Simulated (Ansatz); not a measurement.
Relaxing selenium (bcc)

Theory: Ansatz 0.2.0, DFT, PBE, plane waves (420 eV) with PAW, scalar-relativistic.

k-point mesh 13×13×13, Fermi-Dirac smearing 0.1 eV, no spin polarisation. Cell and atoms relax.

Starting structure:

```yaml
crystal:
  lattice:
    - [-1.7600399104, 1.7600399104, 1.7600399104]
    - [1.7600399104, -1.7600399104, 1.7600399104]
    - [1.7600399104, 1.7600399104, -1.7600399104]
  atoms:
    - { symbol: Se, position: [0.0, 0.0, 0.0] }
hamiltonian:
  xc: pbe
  pseudopotentials:
    kind: paw
    azcp:
      Se: "pseudopotentials/Se.paw.azcp"
basis:
  ecutwfc: 420
  fft_grid_basis: typed
kpoints:
  mp_grid: { grid: [13, 13, 13], shift: [0, 0, 0] }
magnetization:
  spin_polarized: false
scf:
  occupations: { method: fermi_dirac, width: 0.1 }
relax:
  max_steps: 60
  f_tol: 0.01
  cell: {}
```

**Question.** What cell does the relaxation end in?

**Answer.** Im-3m with a = 3.439 Å; 20.34 Å³ per atom against 21.81 at the start (-6.7 %).

**Question.** How much energy does the relaxation gain?

**Answer.** 21.1 meV per atom.

Path of the relaxation (the plane waves are chosen anew near the end, which can shift the energy a little):

```csv
step,E − E(final) (meV/atom),V (Å³/atom),P (GPa),max force (eV/Å)
0,21.11,21.809,-4.29,0.000
1,1.52,19.957,1.42,0.000
2,-0.07,20.388,-0.19,0.000
3,-0.10,20.337,-0.01,0.000
4,0.00,20.337,0.00,0.000
```
